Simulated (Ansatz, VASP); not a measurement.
## SiC in VASP and in Ansatz

```
Si C
1.0
     0.00000    2.22174    2.22174
     2.22174    0.00000    2.22174
     2.22174    2.22174    0.00000
Si C
1 1
Cartesian
  0.0000 0.0000 0.0000
  1.1109 1.1109 1.1109
```

Change from the starting cell: volume scaled by 1.06, ions relaxed.

Alike in both runs: functional PBE; k mesh 17 × 17 × 17; occupations fermi-dirac, width 0.02 eV; no spin polarisation.

Ansatz relaxed the structure, and its values are those at the end. VASP's run is a single point on that final structure, the one shown.

```csv
,VASP,Ansatz
version,VASP 6.6.1,Ansatz 0.2.0
potentials or method,"VASP PAW PBE potentials, release 64 (Si, C)","plane-wave PAW, scalar-relativistic"
plane-wave cutoff (eV),520,420
valence electrons in the cell,8,8
```

```tsv
	VASP	Ansatz	Ansatz less VASP
gap on the k mesh at the Fermi level (eV)	1.45	1.45	+0.001
pressure (GPa)	-8.5	-8.5	+0.03
```

Ansatz warned: «stress_scf_threshold_loose».

Caveats: an odd mesh through Γ misses points on the zone boundary, where band edges often lie.
